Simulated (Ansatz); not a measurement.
**Calculated electric field gradients for SnO under strain**

The cell is an entry of the Crystallography Open Database (COD), relaxed with PBE at fixed cell and then changed (z stretched by 3 %, ions relaxed).

```
Sn O
1.0
     2.50000   -2.86000    0.00000
     2.50000    2.86000    0.00000
     0.00000    0.00000   11.45360
Sn O
4 4
Direct
  0.00001 0.99999 0.98280
  0.99999 0.00001 0.48280
  0.49987 0.50013 0.27420
  0.50013 0.49987 0.77420
  0.99999 0.49998 0.37850
  0.00001 0.50002 0.87850
  0.50002 0.00001 0.37850
  0.49998 0.99999 0.87850
```

Atom numbers follow the list; atoms alike are taken as one site, whose name carries the number of the first.

All values are calculated (Ansatz; DFT, PBE, plane waves and PAW, scalar-relativistic, 420 eV cutoff, Γ-centred 8×8×3 k-points, Fermi–Dirac smearing 0.02 eV), not measured.

V_zz is the principal component of the electric field gradient with the largest magnitude, η = (V_xx − V_yy)/V_zz and C_Q = eQV_zz/h.

¹⁷O: I = 5/2, Q = -25.58 mb. Nuclear quadrupole moments: year-2017 set (Pyykkö).

```
site  atoms (order as listed)     first shell  V_xx, V_yy, V_zz (10²¹ V/m²)     η  C_Q (MHz)
  Sn               1, 2, 3, 4   4 O at 2.24 Å           6.38, 12.25, -18.63  0.32          –
   O               5, 6, 7, 8  4 Sn at 2.24 Å             1.49, 3.56, -5.06  0.41       3.13
```

At Sn V_zz points towards the open side of its shell (within 1°).

Sn has no stable isotope with a ground-state quadrupole moment in the table, so no C_Q is given.

Without spin–orbit coupling (the program notes it for Sn) the gradients can shift somewhat, as the gap is small. The database positions were far from equilibrium, so the relaxed structure may not be the compound's real one.
